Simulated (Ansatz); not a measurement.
**From a trial cell to the properties of In (bct)**

Level of theory: DFT, PBEsol, scalar-relativistic, no spin polarisation; plane waves to 420 eV with PAW datasets (Ansatz 0.2.0), 18×18×18 k-mesh, Gaussian smearing of 0.05 eV; PAW files: Ansatz's generated set soft_2.

The first cell:

```
CELL_PARAMETERS angstrom
-1.62615 1.62615 2.47305
1.62615 -1.62615 2.47305
1.62615 1.62615 -2.47305
ATOMIC_POSITIONS crystal
In 0.00000 0.00000 0.00000
```

The steps in volume:

| run | level | k-mesh | kind | V (Å³/atom) | P (GPa) | E − E(final) (meV/atom) | gap on the mesh (eV) |
| --- | --- | --- | --- | --- | --- | --- | --- |
| 1 | PBEsol | 18×18×18 | cell and atoms relaxed | 25.52 | -0.1 | 0.0 | metal |

At this volume the pressure is -0.06 GPa.

The final structure (symmetry read at 0.01 Å). The structure is tetragonal, space group I4/mmm (No. 139). Conventional cell: a = 3.200 Å, b = 3.200 Å, c = 4.984 Å, α = 90.00°, β = 90.00°, γ = 90.00°. In (site symmetry 4/mmm) has 12 In at 3.20 to 3.37 Å as nearest neighbours. (Neighbours are counted to 15 % beyond the shortest distance.)

At the final geometry the gap, band path included, is zero (metallic). The runs in the table took roughly 1.8 core-minutes.

**Why it comes out so.**

With 13 valence electrons in the calculation's cell and no magnetic order, the bands, two electrons each, can't all be full or empty: band theory demands a metal.
